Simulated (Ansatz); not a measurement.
# FeO (Wuestite) (Fm-3m) in Ansatz: relaxation of cell and atoms with PBEsol

Aim: the relaxation of cell and atoms of FeO (Wuestite) with PBEsol.

All numbers are computed with Ansatz 0.2.0; they aren't measurements. Logs are shortened: lines on timing, memory, paths and dates and some standing lists are left out, and cuts for length are marked.

### 1 The crystal as given

It takes space group Fm-3m (No. 225, cubic). The conventional cell has a = 4.311 Å, b = 4.311 Å, c = 4.311 Å, α = 90.00°, β = 90.00°, γ = 90.00°. Fe (site symmetry m-3m) has 6 O at 2.16 Å as nearest neighbours. O (site symmetry m-3m) is surrounded by 6 Fe at 2.16 Å.

### 2 Relaxation of cell and atoms, PBEsol, collinear spin, ferromagnetic start

File input.yaml:

```yaml
crystal:
  lattice:
    - [0.0, 2.1554, 2.1554]
    - [2.1554, 0.0, 2.1554]
    - [2.1554, 2.1554, 0.0]
  atoms:
    - { symbol: Fe, position: [0.0, 0.0, 0.0], spin: 3.0 }
    - { symbol: O, position: [0.5, 0.5, 0.5] }
hamiltonian:
  xc: pbesol
  pseudopotentials: { kind: paw }
magnetization:
  spin_polarized: true
kpoints:
  mp_grid: { grid: [8, 8, 8] }
scf:
  occupations: { method: fermi_dirac, width: 0.05 }
output:
  forces: true
  stress: true
  eigenvalues: true
relax:
  f_tol: 0.01
  max_steps: 40
  cell: { stress_tol: 0.05 }
```

Potentials or basis: Ansatz PAW.

Command:

```
$ ansatz run input.yaml --threads 2 --pin off --max-ram 5632MiB --backend cpu --events-out ev --progress --plain --runs-dir out
```

The program printed:

```text
Warning: RAYON_NUM_THREADS=2 ignored (pool sized by the plan → 2); use --threads N
Engine: ansatz 0.2.0, aarch64-unknown-linux-gnu
Pseudopotentials: kind: paw
Pseudopotential: Fe, paw, valence charge 16, recommended cutoff 420 eV (normal), Fe.paw.azcp
Pseudopotential: O, paw, valence charge 6, recommended cutoff 420 eV (normal), O.paw.azcp
Functional definition: PBEsol
  exchange = pbesol_x
  correlation = pbesol_c
Crystal: 2 atoms, lattice volume = 20.027 Å³
Basis set: ecut = 420 eV, 387 PW (Γ), exchange–correlation on 48×48×48 points (8 copies of the dense FFT grid, shifted against one another)
Bands: 17, of which v1, the nominal top of the filled ones, is band 11 counted from 1 (10 counted from 0)
Symmetry: 48 space group operations
Space group: Fm-3m (ITA 225), of the structure as read, at distance tolerance 2.7e-5 Å
Magnetic group: BNS 225.116 (UNI 1618), of the structure as read, at distance tolerance 2.7e-5 Å
k-points: 29 of 512
Non-local potential: Fe, projectors of the file, l = 0: 3, l = 1: 2, l = 2: 3, l = 3: 1
Non-local potential: O, projectors of the file, l = 0: 2, l = 1: 2, l = 2: 1
PAW form: soft (Blöchl's): semilocal exchange-correlation on the pseudo side does not see the compensation charge
PAW frozen core: Fe, regenerated for the run's functional, and the local potential with it (the file was generated under x = pbe(κ = 0.804, μ = 0.2195149727645171), c = pbe(β = 0.06672455060314922))
PAW frozen core: O, regenerated for the run's functional, and the local potential with it (the file was generated under x = pbe(κ = 0.804, μ = 0.2195149727645171), c = pbe(β = 0.06672455060314922))
PAW one-centre angular grid: Fe, 590 points (default); XC on 64 Gauss nodes
PAW one-centre angular grid: O, 110 points (default); XC on 64 Gauss nodes
Initial density: superposition of atomic densities (chi_scale 0.1, normalization cell, long waves kept (reshape's long-wave potential 0.00 eV rms))
Starting moments: Σ|m| = 3 μB on 1 of 2 sites
Initial wavefunctions: pseudopotential atomic-orbital guess
Functional: x = pbesol(κ = 0.804, μ = 0.12345679012345678), c = pbesol(β = 0.046)
SCF iter   1: F=—  HF=-5008.274628 eV  |F-HF|=—  |Δ(HF+E_count)|=         —  Δρ=1.17e-1 (↑1.17e-1 ↓6.99e-2)  dr2=4.38e0  dr2_m=4.99e-1  M=3.371 μB ∫|m|=3.371 μB  β_m=0.30  ethr=3.10e-3  ⟨swp⟩=4.2  Hψ=4096  notcnv=0
Mixer restart at iter 1: flushing history
preconditioner: auto → none  [metal: Δε(μ)=0.015 eV  Ē_g=12.814 eV  σ=0.050 eV  W_gap=0.08  n_scr=8 (ndim 8)  ℏωp=31.0 eV  f_vac=0.000  D(μ)=3.35/eV (n_scr^D=58)  sad-step TF]
SCF iter   2: F=—  HF=-5008.386890 eV  |F-HF|=—  |Δ(HF+E_count)|=   1.12e-1  Δρ=6.83e-2 (↑6.83e-2 ↓4.45e-2)  dr2=6.21e-1  dr2_m=4.44e-1  M=3.575 μB ∫|m|=3.575 μB  β_m=0.42  ethr=3.10e-3  ⟨swp⟩=2.9  Hψ=2324  notcnv=0  defer=18
SCF iter   3: F=—  HF=-5008.663716 eV  |F-HF|=—  |Δ(HF+E_count)|=   2.77e-1  Δρ=3.88e-2 (↑3.88e-2 ↓3.40e-2)  dr2=8.09e-2  dr2_m=2.22e-1  M=3.788 μB ∫|m|=3.789 μB  β_m=0.55  ethr=2.82e-3  ⟨swp⟩=2.0  Hψ=1701  notcnv=0  defer=21
SCF iter   4: F=—  HF=-5008.812410 eV  |F-HF|=—  |Δ(HF+E_count)|=         —  Δρ=1.06e-2 (↑1.06e-2 ↓9.44e-3)  dr2=9.28e-3  dr2_m=1.53e-2  M=4.003 μB ∫|m|=4.009 μB  β_m=0.68  ethr=3.68e-4  ⟨swp⟩=2.5  Hψ=1743  notcnv=0  defer=21
Mixer restart at iter 4: flushing history
SCF iter   5: F=—  HF=-5008.819594 eV  |F-HF|=—  |Δ(HF+E_count)|=   7.18e-3  Δρ=4.89e-3 (↑3.46e-3 ↓4.89e-3)  dr2=2.56e-3  dr2_m=2.30e-3  M=4.003 μB ∫|m|=4.011 μB  β_m=0.75  ethr=4.22e-5  ⟨swp⟩=2.0  Hψ=2121  notcnv=0  defer=27
SCF iter   6: F=—  HF=-5008.819750 eV  |F-HF|=—  |Δ(HF+E_count)|=   1.56e-4  Δρ=2.78e-3 (↑2.03e-3 ↓2.78e-3)  dr2=2.69e-3  dr2_m=3.08e-4  M=4.004 μB ∫|m|=4.012 μB  β_m=0.73  ethr=1.16e-5  ⟨swp⟩=2.0  Hψ=1718  notcnv=0  defer=24
SCF iter   7: F=—  HF=-5008.819907 eV  |F-HF|=—  |Δ(HF+E_count)|=   1.57e-4  Δρ=1.23e-3 (↑1.23e-3 ↓9.00e-4)  dr2=5.66e-4  dr2_m=8.82e-6  M=4.003 μB ∫|m|=4.012 μB  β_m=0.54  ethr=1.16e-5  ⟨swp⟩=2.0  Hψ=1708  notcnv=0  defer=27
SCF iter   8: F=—  HF=-5008.819697 eV  |F-HF|=—  |Δ(HF+E_count)|=   2.09e-4  Δρ=1.36e-4 (↑1.36e-4 ↓9.99e-5)  dr2=9.81e-7  dr2_m=1.54e-6  M=4.003 μB ∫|m|=4.012 μB  β_m=0.68  ethr=2.57e-6  ⟨swp⟩=2.3  Hψ=1527  notcnv=0  defer=27
SCF iter   9: F=—  HF=-5008.819699 eV  |F-HF|=—  |Δ(HF+E_count)|=   1.98e-6  Δρ=2.90e-5 (↑2.90e-5 ↓1.90e-5)  dr2=2.46e-7  dr2_m=2.74e-8  M=4.003 μB ∫|m|=4.012 μB  β_m=0.82  ethr=4.46e-9  ⟨swp⟩=2.0  Hψ=1650  notcnv=0  defer=27
[... 86 lines left out ...]
Free energy (F): -5008.844093 eV
Harris-Foulkes:  -5008.844093 eV  (|F-HF|=9.09e-13)
Internal energy: -5008.831399 eV  (E = F + TS)
E sigma→0 (E₀):  -5008.837746 eV
Entropy (-TS):   -0.012693 eV (-6.347 meV/atom)
Fermi energy:    15.374162 eV
--- Per-component energies (eV) ---
  E_band       = -250.959595
  E_kinetic    = 516.200157
  E_local      = -2537.331130  (includes V_loc(G=0)·N_el)
  E_nonlocal   = 280.757432
  E_hartree    = 1034.746260
  E_xc         = -186.562907
  E_vxc        = -240.470777  (∫ρ·V_xc dr)
  E_paw        = -1492.108952  (= ΣΔE_a)
  E_vpaw       = -339.611201  (= ΣTr[D̂ρ^β])
  E_aug_tail   = 0.003400  (compensation charges beyond the density's cutoff)
  E_ewald      = -2624.750149
  E_core_change = 0.214490  (= ΣΔE_core)
  E_smearing   = -0.012693  (= −TS)
  E_closure    = -0.000000  (closes the sum)
  Σ components = -5008.844093   (vs F -5008.844093, Δ=0.00e0)
--- Forces (eV/Å), atoms counted from 1 ---
  atom   1  Fe    -0.00000000     0.00000000     0.00000000
  atom   2  O      0.00000000    -0.00000000    -0.00000000
  max |Σ_I F_I| component: 8.84e-29 eV/Å
--- Stress (GPa, compression-positive) ---
       -0.006694      -0.000000      -0.000000
       -0.000000      -0.006694      -0.000000
       -0.000000      -0.000000      -0.006694
  P = ⅓ Tr σ = -0.0067 GPa (-0.067 kbar)
--- Band table (eV; the first three rows and the last of 58) ---
  k-point 0 ↑: bands = ["-74.2102", "-40.3713", "-40.3713", "-40.3713", "-5.7820", "11.2862", "11.2862", "11.2862", "11.4328", "11.4328", "11.4328", "11.6940", "11.6940", "15.5353", "30.4866", "32.5266", "32.5266"]
  k-point 1 ↑: bands = ["-74.2092", "-40.3811", "-40.3726", "-40.3726", "-5.6113", "9.9064", "10.2280", "10.2280", "11.5828", "11.5828", "11.8974", "12.8032", "12.8032", "16.5378", "28.5627", "32.0209", "32.0209"]
  k-point 2 ↑: bands = ["-74.2067", "-40.4047", "-40.3756", "-40.3756", "-5.1692", "8.0754", "9.2440", "9.2440", "11.8876", "11.8876", "12.2605", "13.9928", "13.9928", "18.2133", "25.9881", "30.2750", "30.2750"]
  k-point 28 ↓: bands = ["-70.0907", "-36.4001", "-36.4001", "-36.3789", "-3.7487", "8.8763", "8.8763", "9.4727", "15.3134", "15.3134", "16.2043", "16.4802", "17.2409", "24.3912", "25.3073", "25.3073", "28.3937"]
--- Relaxed structure (5 steps of the walk, 5 accepted, 2 SCFs on fresh bases) ---
  F+E_penalty+E_count = -5008.84409262 eV   max|allowed force component| = 4.838e-29 eV/Å   (the final SCF, on the basis selected at the relaxed cell)
  cell:  # Å, volume = 19.1409 Å³
    - [5.113285450198739e-34, 2.1231328182821567, 2.1231328182821567]
    - [2.1231328182821567, -3.757836874260497e-34, 2.1231328182821567]
    - [2.1231328182821567, 2.1231328182821567, -7.752528932862626e-34]
  atoms:
    - { symbol: Fe, position: [5.9569142444905e-35, -1.1169214208422517e-34, -5.212299963928171e-35] }
    - { symbol: O, position: [0.49999999999999994, 0.49999999999999994, 0.49999999999999994] }
```

It took 5.8 s on 2 threads of Arm Neoverse V2, shared host; peak memory 0.28 GiB.

Results:

| Property | Result |
| --- | --- |
| Free energy | -5008.8441 eV |
| Relaxed volume | 9.57 Å³/atom |
| Relaxed cell | a = 3.003 Å, b = 3.003 Å, c = 3.003 Å, α = 60.00°, β = 60.00°, γ = 60.00° |
| Space group after relaxing (to 0.05 Å) | Fm-3m (No. 225) |
| Energy gained by relaxing | 12.2 meV/atom |
| Ionic steps | 7 |
| Pressure after relaxing | 0.0 GPa |
| Band gap on the k mesh | none (metal or under the smearing width) |
| Net moment | 4.00 μB per cell |
| Absolute moment | 4.01 μB per cell |
| Site moments | Fe +3.42; O +0.33 μB |

The path:
| step | energy change (eV) | largest force (eV/Å) | volume (Å³) |
| --- | --- | --- | --- |
| 1 | 0.0000 | 0.0000 | 20.03 |
| 2 | -0.0229 | 0.0000 | 19.47 |
| 3 | -0.0274 | 0.0000 | 19.14 |
| 4 | -0.0273 | 0.0000 | 19.16 |
| 5 | -0.0244 | 0.0000 | 19.16 |
| 6 | -0.0245 | 0.0000 | 19.14 |
| 7 | -0.0244 | 0.0000 | 19.14 |

Final structure:
```
Fe O
1.0
     0.00000    2.12313    2.12313
     2.12313    0.00000    2.12313
     2.12313    2.12313    0.00000
Fe O
1 1
Direct
  0.00000 0.00000 0.00000
  0.50000 0.50000 0.50000
```

Levels at points of the mesh, in eV from the Fermi level:
Spin up:
```csv
k point,band 11,band 12,band 13,band 14,band 15,band 16
"(0.00, 0.00, 0.00)",-3.94,-3.68,-3.68,0.16,15.11,17.15
"(0.00, 0.00, -0.50)",-2.45,-0.19,-0.19,3.95,8.73,12.63
"(0.00, -0.50, -0.50)",-2.72,-2.72,-2.66,5.41,8.82,10.79
```
Spin down:
```csv
k point,band 6,band 7,band 8,band 9,band 10,band 11,band 12,band 13
"(0.00, 0.00, 0.00)",-3.48,-3.48,-3.48,-0.82,-0.82,-0.82,0.11,0.11
"(0.00, 0.00, -0.50)",-8.51,-5.52,-5.52,0.44,0.44,0.66,2.94,2.94
"(0.00, -0.50, -0.50)",-7.31,-4.72,-4.72,-2.36,0.71,0.83,0.83,1.22
```

Caveat: the plane-wave basis is chosen anew once the cell has moved, so the energies of steps on either side of that aren't comparable; the pressure holds a Pulay correction of +0.7 GPa for the finite cutoff; a cell with one magnetic atom can't hold antiferromagnetic order, which such compounds often take; semilocal functionals often make such compounds metallic where correlation or magnetic order opens a gap, which also shifts bond lengths; the PAW data sets come from PBE, with cores solved anew for the run's functional, which leaves a small shift of forces and pressure.
